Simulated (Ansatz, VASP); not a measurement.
# SnGe31 (random alloy of the diamond Ge-Sn line, x = 0.0312): VASP beside Ansatz, part 2 of 2

Aim: how closely do two programs agree when they are given the same cell, functional and k mesh? Of the first pair: The structure shown is the start of the Ansatz relaxation below; VASP solves that cell, so the two are compared at the walk's first step.

VASP 6.6.1 and Ansatz 0.2.0.

So far: Set-up; Ansatz: relaxation, PBE.

## 3. VASP: single point, PBE, start cell, pair 1

Level of this step: PBE; plane waves and PAW (Ge_d, Sn_d) (VASP).

The same cell, functional, mesh and smearing now go to VASP, with its own data sets.

Lines of VASP's logs that name or quote its potential files are left out, and so is its time.

Input file INCAR:

```
SYSTEM = SnGe31
PREC = Accurate
ENCUT = 410
EDIFF = 1E-06
NELM = 120
ISMEAR = -1
SIGMA = 0.025
LREAL = Auto
ALGO = Normal
GGA = PE
NBANDS = 520
LORBIT = 11
LWAVE = .FALSE.
LCHARG = .FALSE.
ISIF = 2
LASPH = .TRUE.
GGA_COMPAT = .FALSE.
EFERMI = MIDGAP
NCORE = 2
```

Input file POSCAR:

```
SnGe31
1.0
   11.5751800000      0.0000000000      0.0000000000
    0.0000000000     11.5751800000      0.0000000000
    0.0000000000      0.0000000000     11.5751800000
Ge Sn
62 2
Direct
    0.0028077317      0.9989391094      0.9990859753
    0.1231514326      0.1265034323      0.1210175565
    0.0030064327      0.2486786383      0.2505533391
    0.1245682573      0.3775319261      0.3714413080
    0.2494388856      0.9993365114      0.2519615246
    0.3731000295      0.1246978449      0.3734801532
    0.2500695454      0.2510112154      0.9981011094
    0.3769790189      0.3765643385      0.1258727726
    0.0015636906      0.9988181609      0.4997935237
    0.1233760512      0.1245423397      0.6259168324
    0.9988008826      0.2493092980      0.7488090898
    0.1235401955      0.3738429986      0.8749842335
    0.2480738960      0.0004060412      0.7528695018
    0.3762792458      0.1246719273      0.8734723780
    0.2487131950      0.2529204729      0.5000872557
    0.3739034728      0.3753289366      0.6286295332
    0.0002073402      0.5010721216      0.0005183505
    0.1243868346      0.6230313481      0.1244041129
    0.1266071024      0.8754939448      0.3765297818
    0.2486959166      0.5021606575      0.2508902669
    0.3744822975      0.6258390798      0.3748710603
    0.2519615246      0.7526276049      0.0037839584
    0.3725903182      0.8724961512      0.1241276594
    0.0002764536      0.5015127195      0.5005537711
    0.1215099895      0.6244740903      0.6264265437
    0.0003974020      0.7513230896      0.7496211722
    0.1246460098      0.8753211613      0.8757099242
    0.2503373598      0.5002082041      0.7488436465
    0.3756485860      0.6252084201      0.8769539653
    0.2520738338      0.7503209453      0.4993529258
    0.3739034728      0.8757272025      0.6251306675
    0.4994134001      0.0000777526      0.9989304702
    0.6262105643      0.1242313294      0.1271168137
    0.5007006371      0.2510284937      0.2481084527
    0.6252861727      0.3762792458      0.3733505656
    0.7495434196      0.0000604742      0.2476332981
    0.8755371407      0.1264602365      0.3735060707
    0.7506060381      0.2477283291      0.9999326144
    0.8722110585      0.3769358230      0.1257086283
    0.4999576680      0.9986626558      0.5022038534
    0.6283962755      0.1217864431      0.6271435952
    0.5028085956      0.2505792567      0.7479278940
    0.6264870179      0.3746896377      0.8739561717
    0.7478674198      0.0009503092      0.7513662854
    0.8739216150      0.1258986901      0.8730231409
    0.7513922030      0.2500781845      0.4996812145
    0.8748200892      0.3765038643      0.6262969561
    0.5009079772      0.5002427608      0.0001295876
    0.4994565959      0.7457940179      0.2517887411
    0.6287763992      0.8757617592      0.3748278644
    0.7497593990      0.4997935237      0.2500263495
    0.8730576976      0.6241112449      0.3732814522
    0.7504332546      0.7494915846      0.0008639175
    0.8746991407      0.8767034292      0.1253717005
    0.5037934615      0.4967179776      0.4988777712
    0.6265561313      0.6293725022      0.6245691212
    0.5000786165      0.7496125330      0.7522993163
    0.6245000078      0.8761764396      0.8744486047
    0.7477983064      0.5005364927      0.7508738525
    0.8772304189      0.6248110181      0.8739302542
    0.7509688834      0.7504159763      0.5004760185
    0.8748719242      0.8769971612      0.6256403788
    0.9996388825      0.7510120793      0.2514518133
    0.6260723375      0.6253984819      0.1261837829
```

Input file KPOINTS:

```
Automatic mesh
0
Gamma
1 1 1
0 0 0
```

The projector-augmented-wave data sets are Ge_d and Sn_d (PBE family, release 64).

Command:

```console
> mpirun -np 8 vasp_gam
```

Numbers of over 12 decimals in the logs are rounded to 6 here.

Log:

```text
[banner, memory and clock lines left out]
running    8 mpi-ranks, on    1 nodes
[...]
LDA part: xc-table for (Slater+PW92), standard interpolation
 POSCAR, INCAR and KPOINTS ok, starting setup
[...]
entering main loop
       N       E                     dE             d eps       ncg     rms          rms(c)
DAV:   1     0.167787348521E+05    0.16779E+05   -0.32844E+05  1120   0.475E+03
DAV:   2     0.394476346312E+04   -0.12834E+05   -0.12378E+05  1040   0.107E+03
DAV:   3     0.501856774311E+03   -0.34429E+04   -0.33035E+04  1040   0.304E+02
DAV:   4    -0.207349291224E+03   -0.70921E+03   -0.64770E+03  1168   0.128E+02
[...]
DAV:  18    -0.278353678739E+03    0.93394E-07   -0.23589E-05  1312   0.154E-01    0.672E-03
DAV:  19    -0.278353681087E+03   -0.23473E-05   -0.24233E-05  1008   0.145E-02    0.786E-03
DAV:  20    -0.278353681027E+03    0.60012E-07   -0.61356E-07   616   0.487E-03
   1 F= -.27835368E+03 E0= -.27827726E+03  d E =-.152851E+00
```

From OUTCAR (step 3):

```text
  Total       20.7644416     20.4974736     20.7524489      0.2428058      3.6350359     -3.1952303
  in kB       21.4510018     21.1752067     21.4386126      0.2508340      3.7552255     -3.3008781
  external PRESSURE =      21.3549404 kB  Pullay stress =       0.0000000 kB

 POSITION                                       TOTAL-FORCE (eV/Angst)
 -----------------------------------------------------------------------------------
      0.03250     11.56290     11.56460        -0.407054      0.129897     -0.029572
      1.42550      1.46430      1.40080         0.288467     -0.075047      0.299780
      0.03480      2.87850      2.90020        -0.254070      0.153292     -0.250402
      1.44190      4.37000      4.29950        -0.049149     -0.059944      0.351290
      2.88730     11.56750      2.91650        -0.051258      0.084328     -0.444360
      4.31870      1.44340      4.32310         0.202736      0.269075      0.239271
      2.89460      2.90550     11.55320         0.235398     -0.102334      0.135696
      4.36360      4.35880      1.45700        -0.323787      0.025819     -0.116605
      0.01810     11.56150      5.78520        -0.139458      0.160063      0.005038
      1.42810      1.44160      7.24510         0.126898      0.162191     -0.122574
     11.56130      2.88580      8.66760         0.089332      0.049751      0.069592
      1.43000      4.32730     10.12810        -0.056488      0.178762     -0.137860
      2.87150      0.00470      8.71460         0.172135     -0.035136     -0.240898
      4.35550      1.44310     10.11060        -0.045589      0.236648     -0.001023
[...]
-----------------------------------------------------------------------------------
    total drift:                               -0.005976      0.012744     -0.002445

  FREE ENERGIE OF THE ION-ELECTRON SYSTEM (eV)
  ---------------------------------------------------
  free  energy   TOTEN  =      -278.3536810267 eV

  energy  without entropy=     -278.2008297067  energy(sigma->0) =     -278.27725537

[... 2 further parts left out ...]
```

The gap is under twice the smearing width, so the edge states are partly filled and the run can't tell a small gap from a semimetal.

## 4. Side by side

Known differences besides the potentials themselves: the cutoff is 420 eV in Ansatz and 410 eV in VASP (PREC = Accurate, projectors in real space). Total energies have different zeros and are not compared.

Forces on 10 of the 64 atoms, those with the largest forces and the largest differences (eV/Å; atoms numbered as in POSCAR):

| atom | Ansatz x, y, z | VASP x, y, z |
| --- | --- | --- |
| Ge19 | 0.582, 0.660, 0.703 | 0.582, 0.661, 0.703 |
| Ge22 | -0.389, -0.557, -0.447 | -0.384, -0.556, -0.447 |
| Ge23 | 0.460, 0.446, 0.466 | 0.456, 0.447, 0.461 |
| Ge45 | 0.129, -0.100, 0.185 | 0.126, -0.098, 0.182 |
| Ge48 | -0.582, -0.875, -0.768 | -0.579, -0.876, -0.765 |
| Ge49 | -0.649, 1.266, 0.736 | -0.647, 1.263, 0.738 |
| Ge51 | 0.826, -0.837, 0.813 | 0.827, -0.839, 0.816 |
| Ge52 | -0.690, -0.646, 1.010 | -0.691, -0.645, 1.006 |
| Ge53 | 0.943, 0.873, -1.002 | 0.944, 0.871, -0.998 |
| Ge54 | -0.654, 0.706, -0.904 | -0.655, 0.707, -0.904 |

The forces differ by 1.8 meV/Å r.m.s., which is 0.5 % of the r.m.s. force of 0.343 eV/Å (both taken over all components).

## 5. Ansatz: relaxation, PBE

This run makes the geometry at which the two programs are then compared. The cell compared in this pair holds 1602.18 Å³, against 1550.90 Å³ for the pair before.

The structure compared here is the end of the Ansatz relaxation.

This is the run of step 2 again, met here at its other cell.

## 6. VASP: single point, PBE, relaxed cell, pair 2

The same cell, functional, mesh and smearing now go to VASP, with its own data sets.

INCAR, as its differences from that of step 3:

```diff
@@ -2,3 +2,3 @@
 PREC = Accurate
-ENCUT = 410
+ENCUT = 500
 EDIFF = 1E-06
```

Input file POSCAR:

```
SnGe31
1.0
   11.6325710000      0.0564730000     -0.1200920000
    0.0564730000     11.7121700000      0.1788500000
   -0.1200920000      0.1788500000     11.7639900000
Ge Sn
62 2
Direct
    0.0032100000      0.0015000000      0.9981600000
    0.1226800000      0.1268300000      0.1247500000
    0.0032800000      0.2479000000      0.2508200000
    0.1229400000      0.3765000000      0.3742000000
    0.2530000000      0.0016400000      0.2505000000
    0.3736600000      0.1276000000      0.3750500000
    0.2516100000      0.2478700000      0.0001200000
    0.3722700000      0.3738300000      0.1246700000
    0.0023600000      0.0014800000      0.5026300000
    0.1234600000      0.1276500000      0.6258600000
    0.0027200000      0.2488300000      0.7505500000
    0.1232300000      0.3755000000      0.8737600000
    0.2523200000      0.9990400000      0.7508700000
    0.3732300000      0.1261700000      0.8748000000
    0.2520400000      0.2493000000      0.5003500000
    0.3729400000      0.3764200000      0.6242900000
    0.0027300000      0.4970600000      0.9984600000
    0.1292900000      0.6200400000      0.1182800000
    0.1287600000      0.8833300000      0.3814500000
    0.2541100000      0.4972900000      0.2504700000
    0.3710700000      0.6269300000      0.3764200000
    0.2542400000      0.7485600000      0.9987100000
    0.3711800000      0.8782100000      0.1246800000
    0.0034700000      0.4965000000      0.5033100000
    0.1228100000      0.6268400000      0.6246600000
    0.0033000000      0.7494100000      0.7492000000
    0.1232600000      0.8760900000      0.8744200000
    0.2514300000      0.4985400000      0.7491500000
    0.3721500000      0.6261600000      0.8719900000
    0.2531100000      0.7492900000      0.5031300000
    0.3738200000      0.8769400000      0.6260100000
    0.5023500000      0.9989800000      0.0009600000
    0.6220000000      0.1275600000      0.1243500000
    0.5026200000      0.2486000000      0.2504300000
    0.6220800000      0.3739600000      0.3769800000
    0.7502200000      0.0010400000      0.2504400000
    0.8732300000      0.1269100000      0.3744400000
    0.7520200000      0.2485700000      0.0007500000
    0.8751000000      0.3743900000      0.1247400000
    0.5020400000      0.9999800000      0.5013800000
    0.6225800000      0.1266300000      0.6245900000
    0.5018300000      0.2478000000      0.7492700000
    0.6229000000      0.3739700000      0.8725200000
    0.7526300000      0.9999400000      0.7493000000
    0.8725300000      0.1276600000      0.8736800000
    0.7527500000      0.2478400000      0.5015100000
    0.8726700000      0.3755200000      0.6258800000
    0.4964900000      0.4921200000      0.9936700000
    0.4960300000      0.7554500000      0.2568200000
    0.6225400000      0.8784100000      0.3766700000
    0.7572300000      0.4905400000      0.2567200000
    0.8679300000      0.6199100000      0.3834000000
    0.7573700000      0.7555400000      0.9917100000
    0.8680400000      0.8849100000      0.1184000000
    0.5020000000      0.4993500000      0.5007200000
    0.6219500000      0.6260400000      0.6259500000
    0.5024600000      0.7486200000      0.7504800000
    0.6218000000      0.8789700000      0.8718500000
    0.7520300000      0.4989500000      0.7504800000
    0.8754000000      0.6267600000      0.8722800000
    0.7498500000      0.7487000000      0.5028400000
    0.8732400000      0.8765100000      0.6246600000
    0.0026300000      0.7484800000      0.2505200000
    0.6226600000      0.6269600000      0.1246000000
```

KPOINTS is that of step 3.

Command:

```console
> mpirun -np 8 vasp_gam
```

Log:

```text
[... set-up lines as in an earlier step ...]
 entering main loop
       N       E                     dE             d eps       ncg     rms          rms(c)
DAV:   1     0.183226607710E+05    0.18323E+05   -0.36200E+05  1104   0.520E+03
DAV:   2     0.441943287986E+04   -0.13903E+05   -0.13369E+05  1040   0.120E+03
DAV:   3     0.630607838489E+03   -0.37888E+04   -0.36585E+04  1040   0.331E+02
DAV:   4    -0.188623939138E+03   -0.81923E+03   -0.74674E+03  1176   0.140E+02
[...]
DAV:  17    -0.280045966520E+03   -0.19292E-05   -0.26736E-05  1496   0.565E-02    0.368E-03
DAV:  18    -0.280045972645E+03   -0.61247E-05   -0.59802E-05  1120   0.230E-02    0.432E-03
DAV:  19    -0.280045971838E+03    0.80644E-06   -0.37380E-06   888   0.134E-02
   1 F= -.28004597E+03 E0= -.28002801E+03  d E =-.359143E-01
```

OUTCAR, selected parts (step 6):

```text
  Total       -1.7284773     -1.8024658     -1.7454886      0.1446271     -0.2343571     -0.0026993
  in kB       -1.7284785     -1.8024670     -1.7454898      0.1446272     -0.2343573     -0.0026993
  external PRESSURE =      -1.7588118 kB  Pullay stress =       0.0000000 kB

 POSITION                                       TOTAL-FORCE (eV/Angst)
 -----------------------------------------------------------------------------------
     -0.08245      0.19627     11.74223         0.011037     -0.007245      0.001878
      1.41926      1.51469      1.47551        -0.012458      0.010988     -0.000757
      0.02203      2.94849      2.99459         0.011515     -0.009111     -0.001983
      1.40643      4.48350      4.45466        -0.007476      0.007605      0.001815
      2.91305      0.07830      2.91679         0.012778     -0.012964     -0.005329
      4.30879      1.58265      4.39003        -0.009169      0.006409      0.001761
      2.94085      2.91733      0.01553         0.007630     -0.005663     -0.002526
      4.33660      4.42168      1.48877        -0.009613      0.008883      0.005574
     -0.03283      0.10736      5.91292         0.013460     -0.007423     -0.001249
      1.36821      1.61397      7.37061        -0.011040      0.005527      0.002564
     -0.04444      3.04873      8.87364         0.007724     -0.004949     -0.001364
      1.34976      4.56115     10.33126        -0.012176      0.004916      0.002584
      2.90138     11.84947      8.98160         0.005929     -0.004156      0.000645
      4.24369      1.65526     10.26888        -0.007541      0.004948      0.001209
[...]
-----------------------------------------------------------------------------------
    total drift:                               -0.022977      0.018715     -0.011545

  FREE ENERGIE OF THE ION-ELECTRON SYSTEM (eV)
  ---------------------------------------------------
  free  energy   TOTEN  =      -280.0459718382 eV

  energy  without entropy=     -280.0100575429  energy(sigma->0) =     -280.02801469

[... 1 part as in an earlier step ...]

[... 1 further part left out ...]
```

The run ends at a pressure of -0.18 GPa, with forces up to 0.019 eV/Å.

## 7. Comparison

What differs besides the data sets and the points named for the pairs above, as far as they apply: the cutoff is 420 eV in Ansatz and 500 eV in VASP (PREC = Accurate, projectors in real space). Total energies have different zeros and are not compared.

Compared:

| quantity | Ansatz | VASP | difference |
| --- | --- | --- | --- |
| pressure (GPa) | 0.00 | -0.18 | +0.17 |
| gap on the k mesh (eV) | 0.101 | 0.102 | -0.001 |

The largest component of a force difference here is 4 meV/Å. A gap on the mesh is an upper bound, since the band edges may lie between its points.

## 8. Results

- r.m.s. force difference (single point, PBE, start cell, pair 1): 0.51 % of the r.m.s. force
- difference in gap on the k mesh (single point, PBE, relaxed cell, pair 2): -0.0014 eV

What this shows: The r.m.s. force difference is 0.51 % of the r.m.s. force (single point, PBE, start cell, pair 1), within the 3 % picked in this series as the mark of a large difference. Such differences can come from data sets, numerical settings and the points named under the comparisons, not from the functional's error against experiment.

[Lines on the potential files, build, host, timing and source positions are cut from VASP's logs without a mark.]

[Logs are printed without paths, hosts, clocks, repeated set-up lines and the standing remarks that a program may print on its own settings, such as how far it seeks lower states.]

[Hosts, paths, dates, database ids (printed as entryN), source tags and the programs' standing remarks are cut or masked in the printed files.]
